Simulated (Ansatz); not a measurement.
Input of an Ansatz 0.2.0 run:

File input.yaml:

```yaml
crystal:
  lattice:
    - [0.0, 1.9156, 1.9156]
    - [1.9156, 0.0, 1.9156]
    - [1.9156, 1.9156, 0.0]
  atoms:
    - { symbol: Ir, position: [0.0, 0.0, 0.0] }
kpoints:
  mp_grid: { grid: [12, 12, 12] }
scf:
  occupations: { method: gaussian, width: 0.025 }
hamiltonian:
  xc: pbe
  pseudopotentials: { kind: all_electron, lapw: { basis_error: 0.001 } }
output:
  forces: true
  stress: true
  eigenvalues: true
```

Potentials or basis: all-electron LAPW, scalar-relativistic.

The run is started by

```sh
$ ansatz run input.yaml --threads 1 --pin off --max-ram 3072MiB --backend cpu --events-out ev --progress --plain --runs-dir out
```

Estimate the pressure.

11.0 GPa.

What does it give for the band gap on the k mesh?

None (metal or under the smearing width).

Spin-orbit coupling is left out, which matters for the levels of Ir.
